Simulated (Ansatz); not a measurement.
# HgSe: the cost of one run

Method: DFT PBEsol, frozen-core PAW, scalar-relativistic unless said, in Ansatz 0.2.0.

## 1. The structure to begin with

Symmetry: F-43m, No. 216, cubic system. Conventional cell: a = 6.078 Å, b = 6.078 Å, c = 6.078 Å, α = 90.00°, β = 90.00°, γ = 90.00°. Hg (site symmetry -43m) has 4 Se at 2.63 Å as nearest neighbours. Around Se (site symmetry -43m) lie 4 Hg at 2.63 Å.

Structure file:

```xyz
2
Lattice="0.0000 3.0390 3.0390 3.0390 0.0000 3.0390 3.0390 3.0390 0.0000" Properties=species:S:1:pos:R:3 pbc="T T T"
Hg    0.0000    0.0000    0.0000
Se    4.5585    4.5585    4.5585
```

Cartesian axes are those of the input's lattice vectors. The structure goes back to a database entry.

## 2. Cell and atoms relaxed, PAW

Contents of input.yaml:

```yaml
crystal:
  lattice:
    - [0.0, 3.039, 3.039]
    - [3.039, 0.0, 3.039]
    - [3.039, 3.039, 0.0]
  atoms:
    - { symbol: Hg, position: [0.0, 0.0, 0.0] }
    - { symbol: Se, position: [0.75, 0.75, 0.75] }
kpoints:
  mp_grid: { grid: [14, 14, 14] }
scf:
  occupations: { method: fermi_dirac, width: 0.1 }
hamiltonian:
  xc: pbesol
  pseudopotentials: { kind: paw }
relax:
  f_tol: 0.002
  max_steps: 80
  cell: {}
output:
  forces: true
  stress: true
```

The run is started by

```bash
$ ansatz run input.yaml --threads 1 --pin off --max-ram 3072MiB --backend cpu --events-out ev --progress --plain --runs-dir out
```

What time and memory should one allow on 1 thread of Intel Xeon Platinum 8488C (Sapphire Rapids), shared host?

About 57 s, with a peak of 0.49 GiB.
